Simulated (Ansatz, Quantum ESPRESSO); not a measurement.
## Zr and the pressure, program beside program

The cell as given:

The structure is hexagonal, space group P6_3/mmc (No. 194). Conventional cell: a = 3.232 Å, b = 3.232 Å, c = 5.147 Å, α = 90.00°, β = 90.00°, γ = 120.00°. Zr (site symmetry -6m2) has 12 Zr at 3.18 to 3.23 Å as nearest neighbours.

Kept alike: task relaxation of cell and atoms; functional PBEsol; k mesh 9 × 9 × 5; occupations fermi-dirac, width 0.05 eV; no spin polarisation. The mesh is that of the run's cell of 2 atoms. No spin-orbit coupling.

- A: Ansatz, Ansatz PAW, made for PBE, cutoff 420 eV
- B: Quantum ESPRESSO, GBRV 1.5 PBEsol, cutoff 707 eV

| pressure (GPa) | A: volume (Å³/atom) | B: volume (Å³/atom) |
| --- | --- | --- |
| 0 | 22.466 | 22.462 |
| 2 | 22.031 | ? |
| 5 | 21.434 | 21.427 |
| 10 | 20.541 | 20.535 |

Values on potentials made for another functional: all of A. Values hold for each row's relaxed cell, which stops near the pressure aimed at. Ansatz's stress holds its Pulay term. The runs follow the start's structure, whether or not it is the stable one at these pressures. For a metal such a mesh leaves the last digits unconverged.

Q: Estimate the value left open.

A: In the median of the other rows B lies -0.006 Å³/atom from the other column, which points to 22.025; the run gave 22.030 Å³/atom, +0.005 from it.
